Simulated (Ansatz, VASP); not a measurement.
# AgCl: VASP beside Ansatz

INCAR

```
SYSTEM = AgCl
PREC = Accurate
ENCUT = 520
EDIFF = 1E-6
ISMEAR = 0
SIGMA = 0.05
LREAL = .False.
LASPH = .True.
NELM = 100
ALGO = Fast
ISIF = 2
LWAVE = .False.
LCHARG = .False.
GGA = PS
NBANDS = 16
```

File KPOINTS:

```
Automatic mesh
0
Gamma
  10 10 10
  0 0 0
```

Contents of POSCAR:

```
AgCl
1.0
    3.4339730000      0.0000000000      0.0000000000
    0.0000000000      3.4339730000      0.0000000000
    0.0000000000      0.0000000000      3.8202949625
Ag Cl
1 1
Direct
    0.0000000000      0.0000000000      0.0000000000
    0.5000000000      0.5000000000      0.5000000000
```

Input for Ansatz:

```yaml
crystal:
  lattice:
    - [3.433973, 0.0, 0.0]
    - [0.0, 3.433973, 0.0]
    - [0.0, 0.0, 3.8202949625]
  atoms:
    - { symbol: Ag, position: [0.0, 0.0, 0.0] }
    - { symbol: Cl, position: [0.5, 0.5, 0.5] }
basis:
  ecutwfc: 420
kpoints:
  mp_grid: { grid: [10, 10, 10] }
hamiltonian:
  xc: pbesol
scf:
  occupations: { method: gaussian, width: 0.05 }
output:
  forces: true
  stress: true
  eigenvalues: true
```

Change from the starting cell: strain +0.1125 x Voigt [0, 0, 1, 0, 0, 0], atoms carried along.

Alike in both runs: task single point; functional PBEsol; k mesh 10 × 10 × 10; occupations gaussian, width 0.05 eV; no spin polarisation.

|  | VASP | Ansatz |
| --- | --- | --- |
| version | VASP 6.6.1 | Ansatz 0.2.0 |
| potentials or method | VASP PAW PBE potentials, release 64 (Ag, Cl) | scalar-relativistic, plane waves, PAW |
| plane-wave cutoff (eV) | 520 | 420 |
| valence electrons in the cell | 18 | 26 |

VASP gave:

* gap on the k mesh at the Fermi level (eV): 0.26
* least direct gap on the mesh (eV): 1.23
* pressure (GPa): -7.5
* largest component of the traceless stress (GPa): 2.78

Task: Which values does Ansatz return?

Result: gap on the k mesh at the Fermi level (eV): 0.26; least direct gap on the mesh (eV): 1.23; pressure (GPa): -7.4; largest component of the traceless stress (GPa): 2.78.

The two sets of potentials don't hold the same shells in valence.

Caveats: the PAW data sets were made with another functional, which shifts forces and pressure a little (VASP). A k mesh can miss the band edges.
